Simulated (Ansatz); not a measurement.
SiO2 under pressure

The calculation used Ansatz 0.2.0, DFT r2SCAN, scalar-relativistic, plane waves, PAW. (500 eV cutoff, 6×6×6 k-mesh, Gaussian smearing of 0.02 eV, no spin polarisation)

Starting point, cell and atoms relaxed:

```xyz
12
Lattice="-2.6235 4.7755 4.4423 2.6235 -4.7755 4.4423 2.6235 4.7755 -4.4423" Properties=species:S:1:pos:R:3 pbc="T T T"
Si    0.0000    0.8079    7.5060
Si    0.0000    5.5834    1.3786
Si    2.6235    3.9676   -3.0637
Si    2.6235   -0.8079    3.0637
O     2.6235   -2.3878    3.3824
O     0.0000    7.1633    1.0599
O     1.3118    5.1846    2.2212
O     1.3118    4.3665   -2.2212
O     1.3118   -0.4091    2.2212
O    -1.3118    5.1846    2.2212
O     0.0000    0.0000    0.0000
O     0.0000    4.7755    0.0000
```

Cell and atoms are relaxed at each pressure within the symmetry of the start, at zero temperature, so transitions that lower the symmetry aren't seen. The k-mesh given is that at zero pressure and may differ at others. a, b and c are the lengths of the cell vectors above. ΔH is E + PV over the energy at zero pressure. Gaps are generalised Kohn–Sham gaps over the whole zone.

```tsv
P (GPa)	V (Å³/atom)	V/V0	a (Å)	b (Å)	c (Å)	α (°)	β (°)	γ (°)	ΔH (eV/atom)	gap (eV)
-1	18.93	1.020	7.096	7.096	7.096	136.5	92.4	103.5	-0.117	6.19
0	18.55	1.000	7.030	7.030	7.030	136.2	94.4	101.6	0.000	6.18
1	16.36	0.882	6.663	6.663	6.663	133.5	103.7	94.3	0.110	6.14
4	14.35	0.773	6.337	6.337	6.337	130.7	109.3	91.0	0.391	6.18
12	13.06	0.704	6.106	6.106	6.106	128.7	110.7	91.2	1.071	6.19
25	11.77	0.635	5.841	5.841	5.841	125.9	110.7	93.4	2.076	5.93
```

This form isn't the usual stable structure of the compound.